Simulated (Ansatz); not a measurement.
Here is an Ansatz 0.2.0 calculation.

File input.yaml:

```yaml
crystal:
  lattice:
    - [5.21946336, 0.0, 0.0]
    - [0.0, 5.00476369, 0.0]
    - [0.0, 0.0, 5.03268505]
  atoms:
    - { symbol: Hf, position: [0.966994, 0.73252082, 0.74144035] }
    - { symbol: Hf, position: [0.533006, 0.73252082, 0.24144035] }
    - { symbol: Hf, position: [0.466994, 0.26747918, 0.74144035] }
    - { symbol: Hf, position: [0.033006, 0.26747918, 0.24144035] }
    - { symbol: O, position: [0.63212745, 0.9286454, 0.87926726] }
    - { symbol: O, position: [0.86787255, 0.9286454, 0.37926726] }
    - { symbol: O, position: [0.23394852, 0.53988305, 0.49229239] }
    - { symbol: O, position: [0.26605148, 0.53988305, 0.99229239] }
    - { symbol: O, position: [0.76605148, 0.46011695, 0.99229239] }
    - { symbol: O, position: [0.73394852, 0.46011695, 0.49229239] }
    - { symbol: O, position: [0.13212745, 0.0713546, 0.87926726] }
    - { symbol: O, position: [0.36787255, 0.0713546, 0.37926726] }
hamiltonian:
  xc: pbe
  pseudopotentials: { kind: paw }
  dispersion: d3bj
kpoints:
  mp_grid: { grid: [5, 6, 5] }
scf:
  occupations: { method: fermi_dirac, width: 0.05 }
output:
  forces: true
  stress: true
relax:
  f_tol: 0.01
  max_steps: 40
  cell: { stress_tol: 0.05 }
```

Potentials or basis: Ansatz PAW.

Command:

```bash
$ ansatz run input.yaml --threads 2 --pin off --max-ram 5120MiB --backend cpu --events-out ev --progress --plain --runs-dir out
```

Task: Predict the band gap on the k mesh.

Result: 4.41 eV.

Task: Estimate the relaxed volume.

Result: 11.22 Å³/atom.

Task: What does it give for the relaxed cell?

Result: a = 5.262 Å, b = 5.044 Å, c = 5.073 Å, α = 90.00°, β = 90.00°, γ = 90.00°.

Final structure:
```
Hf O
1.0
     5.26171    0.00000    0.00000
     0.00000    5.04450    0.00000
     0.00000    0.00000    5.07265
Hf O
4 8
Direct
  0.96724 0.73288 0.74166
  0.53276 0.73288 0.24166
  0.46724 0.26712 0.74166
  0.03276 0.26712 0.24166
  0.63251 0.92938 0.88044
  0.86749 0.92938 0.38044
  0.23279 0.53987 0.49090
  0.26721 0.53987 0.99090
  0.76721 0.46013 0.99090
  0.73279 0.46013 0.49090
  0.13251 0.07062 0.88044
  0.36749 0.07062 0.38044
```

Caveat: odd divisions of the mesh miss points on the zone boundary, where band edges often lie, so the gap on the mesh can be too wide; the plane-wave basis is chosen anew once the cell has moved, so the energies of steps on either side of that aren't comparable; the pressure holds a Pulay correction of +0.8 GPa for the finite cutoff; spin-orbit coupling is left out, which moves the levels of the heavy elements. A k mesh can miss the band edges.
